**Density of states of Cu₃Au-type Ti₃Ni: orbital shares, electron counts and spin shift**

The table holds the total and Löwdin-projected Kohn-Sham density of states in bins of 0.2 eV around the Fermi level, from a spin-polarised, scalar-relativistic plane-wave PAW calculation with r2SCAN. The program integrates the columns to electron counts, compares them with the Löwdin populations of the same run, and tests the rigid-shift estimate in which the exchange splitting equals the Ti 3d moment divided by the Ti 3d density of states per spin. The dip at −1.55 eV comes at 13.9 electrons, with 10.5 d electrons below it, two thirds of them on Ni; the dip at +1.85 eV comes at 52 % filling of Ti 3d. The estimate gives 0.32 eV, between the shifts of 0.2 and 0.4 eV seen in the Ti extrema, while the centre of the Ni 3d states below the lower dip shifts by 0.12 eV. The magnetic state of the run may not be the lowest one.

Kohn-Sham density of states of Cu3Au-type Ti3Ni (a = 3.941 Å), total and Löwdin-projected (summed over sites), averaged over 0.2 eV bins and counted from the Fermi level. Ansatz 0.2.0, r2SCAN, scalar-relativistic plane-wave PAW, collinear spin, cutoff 500 eV. Self-consistency used a 10×10×10 k mesh and 0.1 eV Gaussian smearing, the states a 15×15×15 mesh and tetrahedra.

## Numerical check

```python
# Table: Kohn-Sham DOS (total and Loewdin-projected, states/eV/cell, 0.2 eV bins) of Cu3Au-type Ti3Ni,
# Ansatz 0.2.0, plane-wave PAW, r2SCAN, collinear spin. Tested: orbital shares, electron counts at the
# dips, location of the moment, and the rigid-shift estimate splitting = moment / DOS per spin.
T = {
    'energy': [-5.15, -4.95, -4.75, -4.55, -4.35, -4.15, -3.95, -3.75, -3.55, -3.35, -3.15, -2.95, -2.75, -2.55, -2.35, -2.15, -1.95, -1.75, -1.55, -1.35, -1.15, -0.95, -0.75, -0.55, -0.35, -0.15, 0.05, 0.25, 0.45, 0.65, 0.85, 1.05, 1.25, 1.45, 1.65, 1.85, 2.05, 2.25, 2.45, 2.65],  # eV
    'density_of_states_total': [0.61, 0.72, 0.85, 0.84, 0.84, 0.98, 1.71, 1.12, 1.0, 1.82, 3.65, 4.96, 5.02, 7.45, 9.47, 10.86, 8.82, 4.34, 2.21, 4.54, 5.08, 4.53, 5.24, 6.16, 6.38, 6.05, 5.77, 5.8, 4.48, 5.62, 5.14, 5.73, 3.63, 3.19, 2.63, 2.11, 3.3, 4.59, 6.12, 8.76],  # states/eV/cell
    'dos_Ti_3d_up': [0.02, 0.03, 0.04, 0.05, 0.07, 0.12, 0.32, 0.18, 0.17, 0.51, 0.9, 0.88, 0.94, 1.43, 1.4, 1.06, 0.74, 0.12, 0.37, 1.47, 1.24, 1.63, 2.22, 2.62, 2.36, 2.09, 2.46, 1.61, 1.57, 3.32, 2.48, 1.53, 1.16, 1.38, 0.69, 1.04, 1.98, 2.2, 3.26, 4.51],  # states/eV/cell
    'dos_Ti_3d_down': [0.02, 0.02, 0.04, 0.05, 0.07, 0.1, 0.33, 0.17, 0.1, 0.18, 0.51, 0.92, 0.82, 1.03, 1.36, 1.39, 0.97, 0.48, 0.16, 0.62, 1.48, 1.02, 1.43, 1.89, 2.27, 2.46, 1.72, 2.78, 1.94, 1.5, 2.05, 3.57, 1.97, 1.3, 1.5, 0.78, 0.98, 1.99, 2.39, 3.64],  # states/eV/cell
    'dos_Ni_3d_down': [0.0, 0.01, 0.01, 0.01, 0.01, 0.02, 0.02, 0.02, 0.03, 0.06, 0.29, 0.9, 1.03, 1.72, 2.58, 4.03, 3.97, 2.21, 0.77, 0.85, 0.83, 0.59, 0.46, 0.43, 0.43, 0.42, 0.29, 0.42, 0.35, 0.26, 0.16, 0.2, 0.18, 0.09, 0.09, 0.03, 0.03, 0.07, 0.1, 0.15],  # states/eV/cell
    'dos_Ni_3d_up': [0.0, 0.01, 0.01, 0.01, 0.01, 0.02, 0.03, 0.03, 0.06, 0.25, 0.75, 0.93, 1.37, 2.47, 3.44, 3.91, 2.66, 1.19, 0.69, 1.04, 0.75, 0.59, 0.5, 0.51, 0.5, 0.33, 0.44, 0.31, 0.25, 0.23, 0.18, 0.16, 0.08, 0.08, 0.02, 0.03, 0.07, 0.08, 0.12, 0.2],  # states/eV/cell
    'dos_Ti_4s_down': [0.17, 0.19, 0.22, 0.2, 0.18, 0.16, 0.2, 0.17, 0.2, 0.26, 0.4, 0.6, 0.39, 0.29, 0.27, 0.11, 0.06, 0.1, 0.06, 0.12, 0.23, 0.22, 0.16, 0.12, 0.13, 0.09, 0.08, 0.15, 0.11, 0.05, 0.04, 0.05, 0.04, 0.04, 0.11, 0.05, 0.05, 0.08, 0.06, 0.05],  # states/eV/cell
}
import numpy as np
A = lambda k: np.array(T[k], float)
e, tot, s = A('energy'), A('density_of_states_total'), A('dos_Ti_4s_down')
tu, td, nu, nd = A('dos_Ti_3d_up'), A('dos_Ti_3d_down'), A('dos_Ni_3d_up'), A('dos_Ni_3d_down')
ti, ni = tu + td, nu + nd
rest = tot - ti - ni
w = e[1] - e[0]
part = lambda E: np.clip(E - (e - w/2), 0, w)
cum = lambda y, E: float((y*part(E)).sum())
at = lambda E: int(np.argmin(abs(e - E)))
# further outputs of the same run: Loewdin populations (up, down), moment, DOS at the Fermi level
LTi, LNi = (1.623, 1.3837), (4.4516, 4.3597)
allTi = 0.9604 + 0.9593 + 0.4732 + 0.4641 + 2.9939 + 2.993 + sum(LTi)
allNi = 2*0.9967 + 0.4649 + 0.4704 + 2*2.9988 + sum(LNi)
M, gF, nval = 0.87053, 6.480638, 3*4 + 10
print("energy eV | total | shares of total: Ti 3d, Ni 3d, remainder, twice Ti 4s down | Ti3d/Ni3d")
for E in (-4.75, -3.95, -3.75, -3.15, -2.95, -2.15, -1.75, -1.55, -1.35, -0.15, 0.05, 0.45, 1.85, 2.65):
    i = at(E)
    print(f"{e[i]:5.2f} | {tot[i]:5.2f} | {ti[i]/tot[i]:.0%} {ni[i]/tot[i]:.0%} {rest[i]/tot[i]:.0%} {2*s[i]/tot[i]:.0%} | {ti[i]/ni[i]:.2f}")
pk = int(np.argmax(tot))
low = lambda y, a, b: int(np.argmin(np.where((e > a) & (e < b), y, 99)))
d1, d2 = low(tot, -2.1, -1), low(tot, 1, 2.5)
print(f"peak {e[pk]:.2f} eV, dips {e[d1]:.2f} and {e[d2]:.2f} eV; peak/lower dip {tot[pk]/tot[d1]:.1f}")
a, b = at(-3.75), at(-3.95)
print(f"rise -3.75 to -3.95: total {tot[b]-tot[a]:.2f}, Ti 3d {ti[b]-ti[a]:.2f}, Ni 3d {ni[b]-ni[a]:.2f}, remainder {rest[b]-rest[a]:.2f}")
miss = nval - cum(tot, 0)
print(f"electrons in window to Fermi level {cum(tot,0):.2f} of {nval}; below window {miss:.2f}")
print(f"worst-case rounding of such an integral {0.005*part(0).sum():.3f} e per column")
print("filled up to eV | all (with part below window) | Ti 3d | Ni 3d | Ti+Ni 3d, electrons")
top = e[-1] + w/2
for E in (-3.65, e[d1], 0.0, e[d2], top):
    print(f"{E:5.2f} | {miss+cum(tot,E):5.2f} | {cum(ti,E):5.2f} | {cum(ni,E):5.2f} | {cum(ti+ni,E):5.2f}")
print(f"Ni share of d weight below lower dip {cum(ni,e[d1])/cum(ti+ni,e[d1]):.0%}; lower dip to Fermi level holds {cum(tot,0)-cum(tot,e[d1]):.2f} e")
print(f"Ti 3d filling of 30: Fermi level {cum(ti,0)/30:.0%}, upper dip {cum(ti,e[d2])/30:.0%}, window top {cum(ti,top)/30:.0%}")
print(f"3d electrons, bins vs Loewdin: Ti3 {cum(ti,0):.2f} vs {3*sum(LTi):.2f}; Ni {cum(ni,0):.2f} vs {sum(LNi):.2f}")
print(f"Ni 3d holes {10-sum(LNi):.2f}; empty Ni 3d seen in window {cum(ni,top)-cum(ni,0):.2f}")
print(f"Loewdin charge Ti {12-allTi:+.2f}, Ni {18-allNi:+.2f} e; unprojected {54-3*allTi-allNi:.2f} e")
mTi, mNi = 3*(LTi[0]-LTi[1]), LNi[0]-LNi[1]
print(f"3d moment muB, bins vs Loewdin: Ti3 {cum(tu-td,0):.2f} vs {mTi:.2f}; Ni {cum(nu-nd,0):.2f} vs {mNi:.2f}; Ti share of cell moment {mTi/M:.0%}")
print(f"Ti 3d moment gathered below lower dip {cum(tu-td,e[d1]):.2f}, above it {cum(tu-td,0)-cum(tu-td,e[d1]):.2f} muB")
cen = lambda y, E: cum(y*e, E)/cum(y, E)
c = cen(ni, 0)
print(f"occupied centres eV: Ni 3d {c:.2f} (rms width {np.sqrt(cum(ni*(e-c)**2,0)/cum(ni,0)):.2f}), Ti 3d {cen(ti,0):.2f}")
print(f"Ni 3d centre below lower dip: up {cen(nu,e[d1]):.2f}, down {cen(nd,e[d1]):.2f}, shift {cen(nd,e[d1])-cen(nu,e[d1]):.2f} eV")
hi = lambda y, a, b: low(-y, a, b)
for name, f, a, b in (("lower dip", low, -2.1, -1.2), ("peak below Fermi level", hi, -0.8, -0.1),
                      ("peak above", hi, 0.4, 1.3), ("upper dip", low, 1.3, 2.2)):
    i, j = f(tu, a, b), f(td, a, b)
    print(f"Ti 3d {name}: up {e[i]:.2f}, down {e[j]:.2f}, shift {e[j]-e[i]:.1f} eV")
for name, u, d, a, b in (("Ti", tu, td, -1.75, 1.65), ("Ni", nu, nd, -3.35, -1.55)):
    ix = np.arange(at(a), at(b) + 1)
    print(name, "rms up-down mismatch at shift eV:", ", ".join(f"{k*w:.1f}: {np.sqrt(np.mean((u[ix]-d[ix+k])**2)):.2f}" for k in range(4)))
g = ti[at(-0.35):at(0.25) + 1].mean()/2
D = mTi/g
print(f"Ti 3d DOS per spin near Fermi level {g:.2f}/eV; rigid shift m/g {D:.2f} eV; per Ti moment {D/(mTi/3):.1f} eV/muB")
print(f"DOS at Fermi level exceeds neighbouring bins by {gF/tot[at(-0.15)]-1:.0%} and {gF/tot[at(0.05)]-1:.0%}")
assert ni[pk]/tot[pk] > 0.5 and ti[at(0.05)]/tot[at(0.05)] > 0.5
assert e[pk] < e[d1] < 0 < e[d2]
assert abs(cum(ni, 0) - sum(LNi)) < 0.15
assert 0.2 <= D <= 0.4
```

Printed output:

```
energy eV | total | shares of total: Ti 3d, Ni 3d, remainder, twice Ti 4s down | Ti3d/Ni3d
-4.75 |  0.85 | 9% 2% 88% 52% | 4.00
-3.95 |  1.71 | 38% 3% 59% 23% | 13.00
-3.75 |  1.12 | 31% 4% 64% 30% | 7.00
-3.15 |  3.65 | 39% 28% 33% 22% | 1.36
-2.95 |  4.96 | 36% 37% 27% 24% | 0.98
-2.15 | 10.86 | 23% 73% 4% 2% | 0.31
-1.75 |  4.34 | 14% 78% 8% 5% | 0.18
-1.55 |  2.21 | 24% 66% 10% 5% | 0.36
-1.35 |  4.54 | 46% 42% 12% 5% | 1.11
-0.15 |  6.05 | 75% 12% 12% 3% | 6.07
 0.05 |  5.77 | 72% 13% 15% 3% | 5.73
 0.45 |  4.48 | 78% 13% 8% 5% | 5.85
 1.85 |  2.11 | 86% 3% 11% 5% | 30.33
 2.65 |  8.76 | 93% 4% 3% 1% | 23.29
peak -2.15 eV, dips -1.55 and 1.85 eV; peak/lower dip 4.9
rise -3.75 to -3.95: total 0.59, Ti 3d 0.30, Ni 3d 0.00, remainder 0.29
electrons in window to Fermi level 21.34 of 22; below window 0.66
worst-case rounding of such an integral 0.026 e per column
filled up to eV | all (with part below window) | Ti 3d | Ni 3d | Ti+Ni 3d, electrons
-3.65 |  2.20 |  0.33 |  0.04 |  0.37
-1.55 | 13.89 |  3.56 |  6.96 | 10.52
 0.00 | 22.00 |  8.78 |  8.79 | 17.57
 1.85 | 30.32 | 15.66 |  9.52 | 25.18
 2.75 | 35.09 | 20.03 |  9.69 | 29.72
Ni share of d weight below lower dip 66%; lower dip to Fermi level holds 8.11 e
Ti 3d filling of 30: Fermi level 29%, upper dip 52%, window top 67%
3d electrons, bins vs Loewdin: Ti3 8.78 vs 9.02; Ni 8.79 vs 8.81
Ni 3d holes 1.19; empty Ni 3d seen in window 0.90
Loewdin charge Ti +0.15, Ni +0.26 e; unprojected 0.71 e
3d moment muB, bins vs Loewdin: Ti3 0.66 vs 0.72; Ni 0.08 vs 0.09; Ti share of cell moment 82%
Ti 3d moment gathered below lower dip 0.11, above it 0.55 muB
occupied centres eV: Ni 3d -2.00 (rms width 0.70), Ti 3d -1.45
Ni 3d centre below lower dip: up -2.34, down -2.22, shift 0.12 eV
Ti 3d lower dip: up -1.75, down -1.55, shift 0.2 eV
Ti 3d peak below Fermi level: up -0.55, down -0.15, shift 0.4 eV
Ti 3d peak above: up 0.65, down 1.05, shift 0.4 eV
Ti 3d upper dip: up 1.65, down 1.85, shift 0.2 eV
Ti rms up-down mismatch at shift eV: 0.0: 0.87, 0.2: 0.46, 0.4: 0.48, 0.6: 0.90
Ni rms up-down mismatch at shift eV: 0.0: 0.67, 0.2: 0.30, 0.4: 1.09, 0.6: 1.68
Ti 3d DOS per spin near Fermi level 2.22/eV; rigid shift m/g 0.32 eV; per Ti moment 1.4 eV/muB
DOS at Fermi level exceeds neighbouring bins by 7% and 12%
```
